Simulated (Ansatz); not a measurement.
# CoO: the cost of one run

Program: Ansatz 0.2.0. Level of theory: DFT PBEsol, scalar-relativistic, plane waves, PAW. These are calculated values, not measurements.

1 further run of the same task is left out (it didn't finish).

## Step 1: The system as given

It takes space group R-3m (No. 166, trigonal). The conventional cell has a = 3.011 Å, b = 3.011 Å, c = 7.320 Å, α = 90.00°, β = 90.00°, γ = 120.00°. Co (site symmetry -3m) has 6 O at 2.12 Å as nearest neighbours. O (site symmetry -3m) is surrounded by 6 Co at 2.12 Å.

As a file:

```cif
data_structure
_symmetry_space_group_name_H-M 'R-3m:H'
_symmetry_Int_Tables_number 166
_cell_length_a 3.0109
_cell_length_b 3.0109
_cell_length_c 7.3198
_cell_angle_alpha 90.000
_cell_angle_beta 90.000
_cell_angle_gamma 120.000
_cell_volume 57.47
loop_
_atom_site_label
_atom_site_type_symbol
_atom_site_symmetry_multiplicity
_atom_site_Wyckoff_symbol
_atom_site_fract_x
_atom_site_fract_y
_atom_site_fract_z
_atom_site_occupancy
Co1 Co 3 a 0.00000 0.00000 0.00000 1
O1 O 3 b 0.33333 0.66667 0.16667 1
```

Source of the structure: the Materials Project (structure only).

## Step 2: A first look at the start

input.yaml reads:

```yaml
crystal:
  lattice:
    - [1.5054695445, 0.8691832468, 2.4399269062]
    - [-1.5054695445, 0.8691832468, 2.4399269062]
    - [0.0, -1.7383664936, 2.4399269062]
  atoms:
    - { symbol: Co, position: [0.0, 0.0, 0.0], spin: 3.0 }
    - { symbol: O, position: [0.5, 0.5, 0.5], spin: 1.0 }
basis:
  ecutwfc: 420
kpoints:
  mp_grid: { grid: [6, 6, 6] }
hamiltonian:
  xc: pbesol
scf:
  occupations: { method: gaussian, width: 0.1 }
  lower_state_search: "off"
output:
  forces: true
  stress: true
  eigenvalues: true
  populations: true
magnetization:
  spin_polarized: true
```

Command:

```console
$ ansatz run input.yaml --threads 1 --pin off --max-ram 2560MiB --backend cpu --events-out ev --progress --plain --runs-dir out
```

What time and memory should one allow on 1 thread of AMD EPYC 7R43 (Zen 3), shared host?

About 2.6 s, with a peak of 0.33 GiB.
